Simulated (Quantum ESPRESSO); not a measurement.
# Al2Au (Fm-3m) in Quantum ESPRESSO: further runs

One crystal, Al2Au, is run at these levels: PBEsol; tasks: band structure.

Program: Quantum ESPRESSO 7.5. These are calculated values, not measurements. Logs are shortened: lines on timing, memory, paths and dates and some standing lists are left out, and cuts for length are marked.

## (1) Starting point

Symmetry: Fm-3m, No. 225, cubic system. Conventional cell: a = 6.000 Å, b = 6.000 Å, c = 6.000 Å, α = 90.00°, β = 90.00°, γ = 90.00°. Au (site symmetry m-3m) has 8 Al at 2.60 Å as nearest neighbours. Al (site symmetry -43m) has 4 Au at 2.60 Å as nearest neighbours.

## (2) Band structure, PBEsol

pw.in reads:

```
&CONTROL
  calculation = 'scf'
  prefix = 'pwscf'
  outdir = './tmp'
  pseudo_dir = './pseudo'
  tprnfor = .true.
  tstress = .true.
  disk_io = 'low'
/
&SYSTEM
  ibrav = 0
  nat = 3
  ntyp = 2
  ecutwfc = 76
  nbnd = 19
  occupations = 'smearing'
  smearing = 'fd'
  degauss = 0.00367493
/
&ELECTRONS
  conv_thr = 6d-10
  electron_maxstep = 120
  mixing_beta = 0.5
/
ATOMIC_SPECIES
Au   196.9666 Au.upf
Al    26.9815 Al.upf
CELL_PARAMETERS bohr
   0.0000000000    5.6691783739    5.6691783739
   5.6691783739    0.0000000000    5.6691783739
   5.6691783739    5.6691783739    0.0000000000
ATOMIC_POSITIONS bohr
Au     0.0000000000    0.0000000000    0.0000000000
Al     8.5037675608    8.5037675608    8.5037675608
Al     2.8345891869    2.8345891869    2.8345891869
K_POINTS automatic
8 8 8 0 0 0
```

pp_density.in reads:

```
&INPUTPP
  prefix = 'pwscf'
  outdir = './tmp'
  filplot = 'density.dat'
  plot_num = 0
/
&PLOT
  nfile = 1
  filepp(1) = 'density.dat'
  iflag = 3
  output_format = 6
  fileout = 'density.cube'
/
```

pp_potential.in reads:

```
&INPUTPP
  prefix = 'pwscf'
  outdir = './tmp'
  filplot = 'potential.dat'
  plot_num = 11
/
&PLOT
  nfile = 1
  filepp(1) = 'potential.dat'
  iflag = 3
  output_format = 6
  fileout = 'potential.cube'
/
```

pp_elf.in reads:

```
&INPUTPP
  prefix = 'pwscf'
  outdir = './tmp'
  filplot = 'elf.dat'
  plot_num = 8
/
&PLOT
  nfile = 1
  filepp(1) = 'elf.dat'
  iflag = 3
  output_format = 6
  fileout = 'elf.cube'
/
```

bands.in reads:

```
&CONTROL
  calculation = 'bands'
  prefix = 'pwscf'
  outdir = './tmp'
  pseudo_dir = './pseudo'
  disk_io = 'low'
  verbosity = 'high'
/
&SYSTEM
  ibrav = 0
  nat = 3
  ntyp = 2
  ecutwfc = 76
  nbnd = 19
  occupations = 'smearing'
  smearing = 'fd'
  degauss = 0.00367493
/
&ELECTRONS
  conv_thr = 1d-08
  electron_maxstep = 120
  mixing_beta = 0.5
  diago_full_acc = .true.
  startingwfc = 'random'
/
ATOMIC_SPECIES
Au   196.9666 Au.upf
Al    26.9815 Al.upf
CELL_PARAMETERS bohr
   0.0000000000    5.6691783739    5.6691783739
   5.6691783739    0.0000000000    5.6691783739
   5.6691783739    5.6691783739    0.0000000000
ATOMIC_POSITIONS bohr
Au     0.0000000000    0.0000000000    0.0000000000
Al     8.5037675608    8.5037675608    8.5037675608
Al     2.8345891869    2.8345891869    2.8345891869
K_POINTS crystal
60
 0.0000000000  0.0000000000  0.0000000000 1
 0.0625000000  0.0000000000  0.0625000000 1
 0.1250000000  0.0000000000  0.1250000000 1
 0.1875000000  0.0000000000  0.1875000000 1
 0.2500000000  0.0000000000  0.2500000000 1
 0.3125000000  0.0000000000  0.3125000000 1
 0.3750000000  0.0000000000  0.3750000000 1
 0.4375000000  0.0000000000  0.4375000000 1
 0.5000000000  0.0000000000  0.5000000000 1
 0.5000000000  0.0625000000  0.5625000000 1
 0.5000000000  0.1250000000  0.6250000000 1
 0.5000000000  0.1875000000  0.6875000000 1
 0.5000000000  0.2500000000  0.7500000000 1
 0.4375000000  0.3125000000  0.7500000000 1
 0.3750000000  0.3750000000  0.7500000000 1
 0.3375000000  0.3375000000  0.6750000000 1
 0.3000000000  0.3000000000  0.6000000000 1
 0.2625000000  0.2625000000  0.5250000000 1
 0.2250000000  0.2250000000  0.4500000000 1
 0.1875000000  0.1875000000  0.3750000000 1
 0.1500000000  0.1500000000  0.3000000000 1
 0.1125000000  0.1125000000  0.2250000000 1
 0.0750000000  0.0750000000  0.1500000000 1
 0.0375000000  0.0375000000  0.0750000000 1
 0.0000000000  0.0000000000  0.0000000000 1
 0.0625000000  0.0625000000  0.0625000000 1
 0.1250000000  0.1250000000  0.1250000000 1
 0.1875000000  0.1875000000  0.1875000000 1
 0.2500000000  0.2500000000  0.2500000000 1
 0.3125000000  0.3125000000  0.3125000000 1
 0.3750000000  0.3750000000  0.3750000000 1
 0.4375000000  0.4375000000  0.4375000000 1
 0.5000000000  0.5000000000  0.5000000000 1
 0.5250000000  0.4500000000  0.5250000000 1
 0.5500000000  0.4000000000  0.5500000000 1
 0.5750000000  0.3500000000  0.5750000000 1
 0.6000000000  0.3000000000  0.6000000000 1
 0.6250000000  0.2500000000  0.6250000000 1
 0.5833333333  0.2500000000  0.6666666667 1
 0.5416666667  0.2500000000  0.7083333333 1
 0.5000000000  0.2500000000  0.7500000000 1
 0.5000000000  0.2857142857  0.7142857143 1
 0.5000000000  0.3214285714  0.6785714286 1
 0.5000000000  0.3571428571  0.6428571429 1
 0.5000000000  0.3928571429  0.6071428571 1
 0.5000000000  0.4285714286  0.5714285714 1
 0.5000000000  0.4642857143  0.5357142857 1
 0.5000000000  0.5000000000  0.5000000000 1
 0.4821428571  0.4821428571  0.5357142857 1
 0.4642857143  0.4642857143  0.5714285714 1
 0.4464285714  0.4464285714  0.6071428571 1
 0.4285714286  0.4285714286  0.6428571429 1
 0.4107142857  0.4107142857  0.6785714286 1
 0.3928571429  0.3928571429  0.7142857143 1
 0.3750000000  0.3750000000  0.7500000000 1
 0.6250000000  0.2500000000  0.6250000000 1
 0.5937500000  0.1875000000  0.5937500000 1
 0.5625000000  0.1250000000  0.5625000000 1
 0.5312500000  0.0625000000  0.5312500000 1
 0.5000000000  0.0000000000  0.5000000000 1
```

Potentials or basis: PseudoDojo 0.4.1 SR PBEsol standard.

On the command line:

```console
$ OMP_NUM_THREADS=1 mpirun -n 2 pw.x -nk 2 -in pw.in > pw.out
$ OMP_NUM_THREADS=1 mpirun -n 1 pp.x -in pp_density.in > pp_density.out
$ OMP_NUM_THREADS=1 mpirun -n 1 pp.x -in pp_potential.in > pp_potential.out
$ OMP_NUM_THREADS=1 mpirun -n 1 pp.x -in pp_elf.in > pp_elf.out
$ OMP_NUM_THREADS=1 mpirun -n 2 pw.x -nk 2 -in bands.in > bands.out
```

pw.out:

```text
This program is part of the open-source Quantum ESPRESSO suite
     for quantum simulation of materials; please cite
[... 6 lines left out ...]
     using ibrav=0 with symmetry is DISCOURAGED, use correct ibrav instead

     K-points division:     npool     =       2
     Subspace diagonalization in iterative solution of the eigenvalue problem:
     a serial algorithm will be used

     G-vector sticks info
     --------------------
     sticks:   dense  smooth     PW     G-vecs:    dense   smooth      PW
     Sum        1345    1345    385                32647    32647    5065

     Using Slab Decomposition

     bravais-lattice index     =            0
     lattice parameter (alat)  =       8.0174  a.u.
     unit-cell volume          =     364.4101 (a.u.)^3
     number of atoms/cell      =            3
     number of atomic types    =            2
     number of electrons       =        25.00
     number of Kohn-Sham states=           19
     kinetic-energy cutoff     =      76.0000  Ry
     charge density cutoff     =     304.0000  Ry
     scf convergence threshold =      6.0E-10
     mixing beta               =       0.5000
     number of iterations used =            8  plain     mixing
     Exchange-correlation= PBESOL
                           (   1   4  10   8   0   0   0)

     celldm(1)=   8.017429  celldm(2)=   0.000000  celldm(3)=   0.000000
     celldm(4)=   0.000000  celldm(5)=   0.000000  celldm(6)=   0.000000

     crystal axes: (cart. coord. in units of alat)
               a(1) = (   0.000000   0.707107   0.707107 )
               a(2) = (   0.707107   0.000000   0.707107 )
               a(3) = (   0.707107   0.707107   0.000000 )

     reciprocal axes: (cart. coord. in units 2 pi/alat)
               b(1) = ( -0.707107  0.707107  0.707107 )
               b(2) = (  0.707107 -0.707107  0.707107 )
               b(3) = (  0.707107  0.707107 -0.707107 )

     PseudoPot. # 1 for Au read from file:
     Au.upf
     Pseudo is Norm-conserving + core correction, Zval = 19.0
     Generated using ONCVPSP code by D. R. Hamann
     Using radial grid of 1340 points,  7 beta functions with:
                l(1) =   0
                l(2) =   0
                l(3) =   1
                l(4) =   1
                l(5) =   2
                l(6) =   2
                l(7) =   3

     PseudoPot. # 2 for Al read from file:
     Al.upf
     Pseudo is Norm-conserving + core correction, Zval =  3.0
     Generated using ONCVPSP code by D. R. Hamann
     Using radial grid of 1876 points,  6 beta functions with:
                l(1) =   0
                l(2) =   0
                l(3) =   1
                l(4) =   1
                l(5) =   2
                l(6) =   2

     atomic species   valence    mass     pseudopotential
     Au               19.00   196.96660     Au( 1.00)
     Al                3.00    26.98150     Al( 1.00)

     48 Sym. Ops., with inversion, found

   Cartesian axes

     site n.     atom                  positions (alat units)
         1        Au     tau(   1) = (   0.0000000   0.0000000   0.0000000  )
         2        Al     tau(   2) = (   1.0606602   1.0606602   1.0606602  )
         3        Al     tau(   3) = (   0.3535534   0.3535534   0.3535534  )

     number of k points=    29  Fermi-Dirac smearing, width (Ry)=  0.0037
                       cart. coord. in units 2pi/alat
        k(    1) = (   0.0000000   0.0000000   0.0000000), wk =   0.0039062
        k(    2) = (   0.0883883   0.0883883  -0.0883883), wk =   0.0312500
        k(    3) = (   0.1767767   0.1767767  -0.1767767), wk =   0.0312500
        k(    4) = (   0.2651650   0.2651650  -0.2651650), wk =   0.0312500
        k(    5) = (  -0.3535534  -0.3535534   0.3535534), wk =   0.0156250
        k(    6) = (   0.1767767   0.0000000   0.0000000), wk =   0.0234375
[... 21 lines left out ...]
        k(   28) = (  -0.7071068   0.1767767  -0.0000000), wk =   0.0468750
        k(   29) = (  -0.7071068   0.3535534   0.0000000), wk =   0.0234375

     Dense  grid:    32647 G-vectors     FFT dimensions: (  45,  45,  45)

     Initial potential from superposition of free atoms

     starting charge      24.9952, renormalised to      25.0000
     Starting wfcs are   18 randomized atomic wfcs +    1 random wfcs

     Self-consistent Calculation

     iteration #  1     ecut=    76.00 Ry     beta= 0.50
     Davidson diagonalization with overlap
     ethr =  1.00E-02,  avg # of iterations =  4.8

     total energy              =    -304.06224274 Ry
     estimated scf accuracy    <       0.41143379 Ry

     iteration #  2     ecut=    76.00 Ry     beta= 0.50
     Davidson diagonalization with overlap
     ethr =  1.65E-03,  avg # of iterations =  2.0
[... 50 lines left out ...]
     total energy              =    -304.22519253 Ry
     estimated scf accuracy    <       0.00000003 Ry

     iteration # 10     ecut=    76.00 Ry     beta= 0.50
     Davidson diagonalization with overlap
     ethr =  1.20E-10,  avg # of iterations =  2.5

     End of self-consistent calculation

          k = 0.0000 0.0000 0.0000 (  4015 PWs)   bands (ev):

   -96.1945 -47.4584 -47.4584 -47.4584   0.5937   4.5619   4.5619   4.5619
     5.5275   5.5275  13.4197  14.0940  14.0940  14.0940  15.0868  15.0868
    15.0868  16.8792  16.8792

          k = 0.0884 0.0884-0.0884 (  4059 PWs)   bands (ev):

   -96.1945 -47.4585 -47.4584 -47.4584   0.7981   4.4968   4.6123   4.6123
     5.5176   5.5176  11.7136  13.4130  13.4130  13.6567  15.7853  15.7853
    16.3860  16.4899  16.4899
[... 13 lines left out ...]
          k =-0.3536-0.3536 0.3536 (  4092 PWs)   bands (ev):

   -96.1945 -47.4595 -47.4586 -47.4586   2.6468   4.6936   4.8051   4.8051
     5.6473   5.6473   5.7016  11.5153  11.5153  14.4070  14.7589  14.9773
    14.9773  19.9868  20.9342

          k = 0.1768 0.0000 0.0000 (  4063 PWs)   bands (ev):

   -96.1945 -47.4585 -47.4584 -47.4584   0.8678   4.4498   4.6460   4.6460
     5.4495   5.5706  12.4536  12.4536  12.7049  13.0746  15.3330  15.9493
    17.0051  17.0051  17.1950

          k = 0.2652 0.0884-0.0884 (  4058 PWs)   bands (ev):

   -96.1945 -47.4588 -47.4585 -47.4585   1.3327   4.3250   4.7512   4.7541
     5.3953   5.6093   9.9848  11.6247  12.0561  13.6125  15.0692  16.1194
    16.7652  16.9532  18.3673
[... 19 lines left out ...]
          k =-0.0884-0.2652 0.2652 (  4073 PWs)   bands (ev):

   -96.1945 -47.4591 -47.4586 -47.4585   1.8182   4.2823   4.7874   4.8128
     5.4407   5.6299   8.4224  10.4355  12.4998  14.4786  15.0232  15.2837
    17.0428  17.1433  17.4658

          k = 0.0000-0.1768 0.1768 (  4067 PWs)   bands (ev):

   -96.1945 -47.4587 -47.4585 -47.4584   1.1324   4.3958   4.6872   4.6983
     5.4519   5.5677  10.6935  11.1498  13.5866  14.3816  15.2389  15.3729
    16.1394  16.3070  17.4866

          k = 0.3536 0.0000 0.0000 (  4064 PWs)   bands (ev):

   -96.1945 -47.4589 -47.4586 -47.4586   1.6761   4.1936   4.8851   4.8851
     5.2547   5.6771  10.1601  10.7533  10.7533  12.6968  13.9837  17.7663
    18.0692  18.0693  19.1273

          k = 0.4419 0.0884-0.0884 (  4071 PWs)   bands (ev):

   -96.1945 -47.4592 -47.4587 -47.4587   2.3639   4.0814   4.9289   5.0189
     5.3171   5.7245   8.2874   9.9322  10.1918  12.9890  14.2375  17.5089
    18.0076  18.3854  20.3315
[... 7 lines left out ...]
          k =-0.0884-0.4419 0.4419 (  4075 PWs)   bands (ev):

   -96.1945 -47.4593 -47.4590 -47.4586   3.2548   4.2635   4.9038   5.0827
     5.4406   5.5378   6.6779   8.3853  10.6315  13.3470  16.2476  16.8621
    17.4619  19.1076  19.1559

          k = 0.0000-0.3536 0.3536 (  4069 PWs)   bands (ev):

   -96.1945 -47.4592 -47.4589 -47.4586   2.5642   4.1960   4.8431   4.9834
     5.4162   5.6437   7.8499   8.5346  11.5490  13.7990  15.8401  16.3496
    17.0802  17.7264  19.2872

          k = 0.5303-0.0000 0.0000 (  4076 PWs)   bands (ev):

   -96.1945 -47.4593 -47.4587 -47.4587   2.9480   3.9553   5.0491   5.2032
     5.2032   5.7872   7.6396   9.5216   9.5216  12.5061  13.3701  18.9099
    19.4545  19.4545  19.9956

          k =-0.0884-0.6187 0.6187 (  4084 PWs)   bands (ev):

   -96.1945 -47.4594 -47.4589 -47.4588   3.7002   3.9380   4.7953   5.2951
     5.5966   5.7702   6.5118   8.6716   9.3541  12.7706  13.8680  18.0730
    19.4990  20.6528  20.8428

          k = 0.0000-0.5303 0.5303 (  4089 PWs)   bands (ev):

   -96.1945 -47.4593 -47.4590 -47.4587   3.7674   4.3722   4.5688   5.2648
     5.5646   5.6255   6.5491   7.7626   9.7872  12.9944  15.5121  17.1898
    18.8764  19.3185  20.1189

          k =-0.7071 0.0000 0.0000 (  4088 PWs)   bands (ev):

   -96.1945 -47.4595 -47.4588 -47.4588   3.8612   4.0548   4.9303   5.3753
     5.3753   5.8339   6.1276   9.0392   9.0392  12.4515  13.2016  18.8165
    20.9543  20.9543  21.5234

          k = 0.3536 0.1768 0.0000 (  4069 PWs)   bands (ev):

   -96.1945 -47.4590 -47.4587 -47.4585   1.9082   4.2024   4.8342   4.8946
     5.3573   5.6686   8.9774   9.7968  11.5458  13.9533  14.8165  15.9920
    16.9719  18.3956  18.5413

          k =-0.2652-0.4419 0.6187 (  4081 PWs)   bands (ev):

   -96.1945 -47.4593 -47.4588 -47.4586   2.7184   4.1658   4.8471   5.0122
     5.4930   5.6586   7.2212   9.1813  10.7217  14.1318  15.1415  16.1918
    17.4786  18.1815  19.6637
[... 13 lines left out ...]
          k =-0.0884-0.4419 0.6187 (  4086 PWs)   bands (ev):

   -96.1945 -47.4593 -47.4590 -47.4588   3.7331   4.1369   4.7396   5.2679
     5.3734   5.7958   6.6608   7.9562   9.4395  13.9081  15.6862  16.1497
    18.1622  19.4679  20.5775

          k = 0.0000-0.3536 0.5303 (  4080 PWs)   bands (ev):

   -96.1945 -47.4592 -47.4591 -47.4587   3.4787   4.1512   4.8631   5.2083
     5.3169   5.6255   7.3103   7.5567   9.9171  14.2813  15.4705  16.5911
    17.7698  18.6415  20.6169

          k =-0.7071 0.1768-0.0000 (  4078 PWs)   bands (ev):

   -96.1945 -47.4594 -47.4589 -47.4588   3.9226   4.2713   4.5003   5.3754
     5.5868   5.9869   6.0540   8.3345   8.9936  13.3943  14.1296  17.4533
    19.2789  20.5930  22.0322

          k =-0.7071 0.3536 0.0000 (  4128 PWs)   bands (ev):

   -96.1945 -47.4592 -47.4592 -47.4588   4.1240   4.1240   4.8329   4.8978
     5.3756   5.9582   7.1363   7.1363   8.9601  15.2998  15.2998  16.3535
    16.4121  20.3951  22.3926

     the Fermi energy is    11.1612 ev

!    total energy              =    -304.22519253 Ry
     estimated scf accuracy    <          5.2E-11 Ry
     smearing contrib. (-TS)   =      -0.00062269 Ry
     internal energy E=F+TS    =    -304.22456985 Ry

     The total energy is F=E-TS. E is the sum of the following terms:
     one-electron contribution =    -170.92716518 Ry
     hartree contribution      =      92.37462456 Ry
     xc contribution           =     -54.56087420 Ry
     ewald contribution        =    -171.11115502 Ry

     convergence has been achieved in  10 iterations

     Forces acting on atoms (cartesian axes, Ry/au):

     atom    1 type  1   force =    -0.00000000   -0.00000000    0.00000000
     atom    2 type  2   force =     0.00000000    0.00000000   -0.00000000
     atom    3 type  2   force =     0.00000000   -0.00000000   -0.00000000

     Total force =     0.000000     Total SCF correction =     0.000000

     Computing stress (Cartesian axis) and pressure

          total   stress  (Ry/bohr**3)                   (kbar)     P=       -0.70
  -0.00000473   0.00000000  -0.00000000           -0.70        0.00       -0.00
   0.00000000  -0.00000473  -0.00000000            0.00       -0.70       -0.00
  -0.00000000  -0.00000000  -0.00000473           -0.00       -0.00       -0.70

=------------------------------------------------------------------------------=
   JOB DONE.
=------------------------------------------------------------------------------=
```

Wall time 67 s (2 MPI ranks of Arm Neoverse V2, shared host); peak memory 0.18 GiB.

What came out:

```yaml
Free_energy: -4139.1946 eV
Pressure: -0.1 GPa
Band_gap_on_the_k_mesh: none (metal or under the smearing width)
```

Levels at the corners of the path, in eV from the Fermi level:
```tsv
point	band 9	band 10	band 11	band 12	band 13	band 14	band 15	band 16	band 17	band 18
Γ	-5.63	-5.63	2.26	2.93	2.93	2.93	3.93	3.93	3.93	5.72
X	-5.79	-5.33	-5.03	-2.12	-2.12	1.29	2.04	7.66	9.79	9.79
W	-5.79	-5.20	-4.02	-4.02	-2.20	4.14	4.14	5.19	5.25	9.23
K	-5.60	-5.54	-4.61	-3.40	-1.37	1.83	4.35	6.03	7.72	8.16
Γ	-5.63	-5.63	2.26	2.93	2.93	2.93	3.93	3.93	3.93	5.72
L	-5.51	-5.51	-5.46	0.35	0.35	3.25	3.60	3.82	3.82	8.83
U	-5.60	-5.54	-4.61	-3.40	-1.37	1.83	4.35	6.03	7.72	8.16
W	-5.79	-5.20	-4.02	-4.02	-2.20	4.14	4.14	5.19	5.25	9.23
L	-5.51	-5.51	-5.46	0.35	0.35	3.25	3.60	3.82	3.82	8.83
K	-5.60	-5.54	-4.61	-3.40	-1.37	1.83	4.35	6.03	7.72	8.16
U	-5.60	-5.54	-4.61	-3.40	-1.37	1.83	4.35	6.03	7.72	8.16
X	-5.79	-5.33	-5.03	-2.12	-2.12	1.29	2.04	7.66	9.79	9.79
```

Caveat: spin-orbit coupling is left out, which moves the levels of the heavy elements.

## (3) Band structure, PBEsol, spin-orbit coupling, no magnetisation

pw.in: that of step 2 with these lines changed.

```diff
@@ -14,3 +14,3 @@
   ecutwfc = 76
-  nbnd = 19
+  nbnd = 38
   occupations = 'smearing'
@@ -18,2 +18,4 @@
   degauss = 0.00367493
+  noncolin = .true.
+  lspinorb = .true.
 /
```

bands.in: that of step 2 with these lines changed.

```diff
@@ -13,3 +13,3 @@
   ecutwfc = 76
-  nbnd = 19
+  nbnd = 38
   occupations = 'smearing'
@@ -17,2 +17,4 @@
   degauss = 0.00367493
+  noncolin = .true.
+  lspinorb = .true.
 /
```

Potentials or basis: PseudoDojo 0.4 FR PBEsol standard.

On the command line:

```console
$ OMP_NUM_THREADS=1 mpirun -n 2 pw.x -nk 2 -in pw.in > pw.out
$ OMP_NUM_THREADS=1 mpirun -n 2 pw.x -nk 2 -in bands.in > bands.out
```

It took 5.2 min on 2 MPI ranks of Arm Neoverse V2, shared host; peak memory 0.44 GiB.

The run converged. Its results:

```
Free energy            : -4145.7501 eV
Pressure               : -0.7 GPa
Band gap on the k mesh : none (metal or under the smearing width)
```

Levels at the corners of the path, in eV from the Fermi level:
```
point  band 22  band 23  band 24  band 25  band 26  band 27  band 28  band 29  band 30  band 31
    Γ     1.83     2.19     2.19     3.27     3.27     3.27     3.27     3.76     3.76     3.76
    X    -4.87    -2.42    -2.42    -2.00    -2.00     1.27     1.27     1.99     1.99     7.59
    W    -4.08    -3.95    -3.95    -2.25    -2.25     4.03     4.03     4.12     4.12     5.14
    K    -4.58    -3.42    -3.42    -1.45    -1.45     1.79     1.79     4.29     4.29     5.97
    Γ     1.83     2.19     2.19     3.27     3.27     3.27     3.27     3.76     3.76     3.76
    L    -5.06    -0.06    -0.06     0.54     0.54     3.18     3.18     3.55     3.55     3.57
    U    -4.58    -3.42    -3.42    -1.45    -1.45     1.79     1.79     4.29     4.29     5.97
    W    -4.08    -3.95    -3.95    -2.25    -2.25     4.03     4.03     4.12     4.12     5.14
    L    -5.06    -0.06    -0.06     0.54     0.54     3.18     3.18     3.55     3.55     3.57
    K    -4.58    -3.42    -3.42    -1.45    -1.45     1.79     1.79     4.29     4.29     5.97
    U    -4.58    -3.42    -3.42    -1.45    -1.45     1.79     1.79     4.29     4.29     5.97
    X    -4.87    -2.42    -2.42    -2.00    -2.00     1.27     1.27     1.99     1.99     7.59
```
